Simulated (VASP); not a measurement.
Input of a VASP 6.6.1 run:

File INCAR:

```
PREC     = Accurate       # precision mode
ENCUT    = 520            # plane-wave cutoff, eV
EDIFF    = 1E-6           # SCF threshold, eV
ISMEAR   = -1             # smearing method
SIGMA    = 0.1            # smearing width, eV
LREAL    = False          # projectors in reciprocal space
LASPH    = True           # aspherical terms in the spheres
NELM     = 80             # most SCF steps
ALGO     = Normal         # electronic algorithm
ISIF     = 2              # what is computed and relaxed
LWAVE    = False          # write WAVECAR
LCHARG   = False          # write CHGCAR
GGA      = CA             # functional
NBANDS   = 11             # bands
```

Contents of KPOINTS:

```
regular mesh
0
Gamma
  9 9 9
```

Contents of POSCAR:

```
Sr
1.0
   -2.2867621618      2.2867621618      2.2867621618
    2.2867621618     -2.2867621618      2.2867621618
    2.2867621618      2.2867621618     -2.2867621618
Sr
1
Direct
    0.0000000000      0.0000000000      0.0000000000
```

Potentials or basis: VASP PAW LDA potentials, release 64 (Sr_sv).

The run is started by

```sh
$ cat potpaw_LDA.64/Sr_sv/POTCAR > POTCAR
$ mpirun -np 1 vasp_std > vasp.out
```

What does it give for the band gap on the k mesh?

None (metal or under the smearing width).

What does it give for the pressure?

0.0 GPa.
